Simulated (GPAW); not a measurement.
Runs of GPAW 26.7.0 on MoS2. The structure is hexagonal, space group P6_3/mmc (No. 194). Conventional cell: a = 3.169 Å, b = 3.169 Å, c = 12.324 Å, α = 90.00°, β = 90.00°, γ = 120.00°. Mo (site symmetry -6m2) has 6 S at 2.41 Å as nearest neighbours. S (site symmetry 3m) is surrounded by 3 Mo at 2.41 Å. 

```csv
task,level,potentials or basis,spin,cell,band path,band points,spin axis theta (degrees),spin axis phi (degrees),soc after scf,gap on the mesh (eV),pressure (GPa),relaxed volume (Å³/atom),largest force (eV/Å)
band structure,WC,"PAW data sets generated in the run's folder for this functional, pw","SOC, no magnetisation",as given,"GMKGALHA,LM,KH",60,0,0,second variation,0.84,-2.4,-,(a)
relaxation of cell and atoms,PBE+D4,"GPAW PAW data sets (gpaw-data 1.2.1), pw",off,relaxed,-,-,-,-,-,(b),0.0,17.58,0.02
band structure,PBE,"GPAW PAW data sets (gpaw-data 1.2.1), pw","SOC, no magnetisation",as given,"GMKGALHA,LM,KH",60,90,0,second variation,0.88,1.9,-,0.05
relaxation of cell and atoms,LDA,"the program's PAW data sets (release 1.2.1) made for this functional, pw",off,relaxed,-,-,-,-,-,0.71,0.0,16.91,-
relaxation of cell and atoms,RPBE+D4,"the program's PAW data sets (release 1.2.1) made for this functional, pw",off,relaxed to -1 GPa,-,-,-,-,-,0.73,-1.0,-,-
```

Alike in all rows: k mesh 6 × 6 × 2; cutoff (eV) 600; smearing fermi-dirac 0.05 eV.

Problem. Fill in the values left out.

Solution. (a) 0.25; (b) 0.87.

Caveats: later steps reuse the first step's grids (some runs); spin-orbit coupling was added after a scalar SCF, so levels and gaps hold it while energy, forces, pressure and moments don't (some runs); this program's spin-orbit splittings come out too wide for heavy elements (some runs); this functional lacks dispersion, which binds the layers, so the pressure and a relaxed spacing across them are unreliable (some runs).

A k mesh can miss the band edges, and rows without SOC leave out spin-orbit coupling on Mo.
